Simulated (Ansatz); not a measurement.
# C62N (NV centre in diamond, charge -1, 64-site cell): the cost of one run

Program: Ansatz 0.2.0. Level of theory: DFT PBE, scalar-relativistic, plane waves, PAW, and further levels as typed in the inputs. These are calculated values, not measurements.

2 further runs of the same task are left out: 2 for a known fault of the program.

### Step 1. The starting structure

The structure is trigonal, space group R3m (No. 160). The conventional cell has a = 10.097 Å, b = 10.097 Å, c = 12.367 Å, α = 90.00°, β = 90.00°, γ = 120.00°. N (site symmetry 3m) is surrounded by 3 C at 1.55 Å. C (site symmetry m) is surrounded by 3 C at 1.55 Å. C (site symmetry m) has 4 C at 1.55 Å as nearest neighbours. C (site symmetry 1) has 4 C at 1.55 Å as nearest neighbours. C (site symmetry m) has 1 N at 1.55 Å and 3 C at 1.55 Å as nearest neighbours. Only part of the 19 independent sites is listed.

The input asks for a charge of -1 e on the cell.

Structure file:

```cif
data_structure
_symmetry_space_group_name_H-M 'R3m:H'
_symmetry_Int_Tables_number 160
_cell_length_a 10.0975
_cell_length_b 10.0975
_cell_length_c 12.3668
_cell_angle_alpha 90.000
_cell_angle_beta 90.000
_cell_angle_gamma 120.000
_cell_volume 1091.98
loop_
_atom_site_label
_atom_site_type_symbol
_atom_site_symmetry_multiplicity
_atom_site_Wyckoff_symbol
_atom_site_fract_x
_atom_site_fract_y
_atom_site_fract_z
_atom_site_occupancy
N1 N 3 a 0.00000 0.00000 0.62500 1
C1 C 9 b 0.16667 0.08333 0.45833 1
C2 C 9 b 0.16667 0.08333 0.33333 1
C3 C 18 c 0.00000 0.75000 0.50000 1
C4 C 9 b 0.83333 0.91667 0.66667 1
C5 C 9 b 0.66667 0.83333 0.45833 1
C6 C 9 b 0.83333 0.91667 0.29167 1
C7 C 18 c 0.00000 0.75000 0.62500 1
C8 C 9 b 0.66667 0.83333 0.33333 1
C9 C 9 b 0.83333 0.66667 0.29167 1
C10 C 18 c 0.66667 0.58333 0.45833 1
C11 C 9 b 0.83333 0.91667 0.79167 1
C12 C 9 b 0.83333 0.91667 0.16667 1
C13 C 18 c 0.66667 0.58333 0.33333 1
C14 C 9 b 0.50000 0.75000 0.50000 1
C15 C 3 a 0.00000 0.00000 0.12500 1
C16 C 9 b 0.50000 0.75000 0.62500 1
C17 C 9 b 0.83333 0.66667 0.16667 1
C18 C 3 a 0.00000 0.00000 0.00000 1
```

### Step 2. Relaxing the atoms: C62N defect cell, moments +++, charge -1

input.yaml reads:

```yaml
crystal:
  lattice:
    - [7.14, 0.0, 0.0]
    - [0.0, 7.14, 0.0]
    - [0.0, 0.0, 7.14]
  atoms:
    - { symbol: "N", position: [0.625, 0.625, 0.625] }
    - { symbol: C, position: [0.625, 0.375, 0.375], spin: 0.666667 }
    - { symbol: C, position: [0.375, 0.625, 0.375], spin: 0.666667 }
    - { symbol: C, position: [0.375, 0.375, 0.625], spin: 0.666666 }
    - { symbol: C, position: [0.5, 0.25, 0.25] }
    - { symbol: C, position: [0.5, 0.25, 0.75] }
    - { symbol: C, position: [0.5, 0.75, 0.25] }
    - { symbol: C, position: [0.5, 0.75, 0.75] }
    - { symbol: C, position: [0.25, 0.5, 0.25] }
    - { symbol: C, position: [0.25, 0.5, 0.75] }
    - { symbol: C, position: [0.75, 0.5, 0.25] }
    - { symbol: C, position: [0.75, 0.5, 0.75] }
    - { symbol: C, position: [0.25, 0.25, 0.5] }
    - { symbol: C, position: [0.25, 0.75, 0.5] }
    - { symbol: C, position: [0.75, 0.25, 0.5] }
    - { symbol: C, position: [0.75, 0.75, 0.5] }
    - { symbol: C, position: [0.125, 0.625, 0.625] }
    - { symbol: C, position: [0.625, 0.125, 0.625] }
    - { symbol: C, position: [0.625, 0.625, 0.125] }
    - { symbol: C, position: [0.125, 0.375, 0.375] }
    - { symbol: C, position: [0.625, 0.375, 0.875] }
    - { symbol: C, position: [0.625, 0.875, 0.375] }
    - { symbol: C, position: [0.375, 0.125, 0.375] }
    - { symbol: C, position: [0.375, 0.625, 0.875] }
    - { symbol: C, position: [0.875, 0.625, 0.375] }
    - { symbol: C, position: [0.375, 0.375, 0.125] }
    - { symbol: C, position: [0.375, 0.875, 0.625] }
    - { symbol: C, position: [0.875, 0.375, 0.625] }
    - { symbol: C, position: [0.0, 0.5, 0.5] }
    - { symbol: C, position: [0.5, 0.0, 0.5] }
    - { symbol: C, position: [0.5, 0.5, 0.0] }
    - { symbol: C, position: [0.125, 0.125, 0.625] }
    - { symbol: C, position: [0.125, 0.625, 0.125] }
    - { symbol: C, position: [0.625, 0.125, 0.125] }
    - { symbol: C, position: [0.125, 0.375, 0.875] }
    - { symbol: C, position: [0.125, 0.875, 0.375] }
    - { symbol: C, position: [0.625, 0.875, 0.875] }
    - { symbol: C, position: [0.375, 0.125, 0.875] }
    - { symbol: C, position: [0.875, 0.125, 0.375] }
    - { symbol: C, position: [0.875, 0.625, 0.875] }
    - { symbol: C, position: [0.375, 0.875, 0.125] }
    - { symbol: C, position: [0.875, 0.375, 0.125] }
    - { symbol: C, position: [0.875, 0.875, 0.625] }
    - { symbol: C, position: [0.0, 0.25, 0.25] }
    - { symbol: C, position: [0.0, 0.25, 0.75] }
    - { symbol: C, position: [0.0, 0.75, 0.25] }
    - { symbol: C, position: [0.0, 0.75, 0.75] }
    - { symbol: C, position: [0.25, 0.0, 0.25] }
    - { symbol: C, position: [0.25, 0.0, 0.75] }
    - { symbol: C, position: [0.75, 0.0, 0.25] }
    - { symbol: C, position: [0.75, 0.0, 0.75] }
    - { symbol: C, position: [0.25, 0.25, 0.0] }
    - { symbol: C, position: [0.25, 0.75, 0.0] }
    - { symbol: C, position: [0.75, 0.25, 0.0] }
    - { symbol: C, position: [0.75, 0.75, 0.0] }
    - { symbol: C, position: [0.125, 0.125, 0.125] }
    - { symbol: C, position: [0.125, 0.875, 0.875] }
    - { symbol: C, position: [0.875, 0.125, 0.875] }
    - { symbol: C, position: [0.875, 0.875, 0.125] }
    - { symbol: C, position: [0.0, 0.0, 0.5] }
    - { symbol: C, position: [0.0, 0.5, 0.0] }
    - { symbol: C, position: [0.5, 0.0, 0.0] }
    - { symbol: C, position: [0.0, 0.0, 0.0] }
magnetization:
  spin_polarized: true
total_charge: -1
scf:
  occupations: { method: explicit, values: { up: [[1, 1, 1]], down: [[1, 0, 0]] } }
  n_extra_bands: 6
output:
  forces: true
  stress: false
  eigenvalues: true
kpoints:
  mp_grid: { grid: [1, 1, 1] }
hamiltonian:
  xc: pbe
relax:
  f_tol: 0.01
  max_steps: 60
```

Command:

```bash
ansatz run input.yaml --threads 8 --pin off --max-ram 20480MiB --backend cpu --events-out ev --progress --plain --runs-dir out
```

Q: Estimate wall time and peak memory on 8 threads of Arm Neoverse V2, shared host.

About 6.8 s, with a peak of 0.61 GiB.
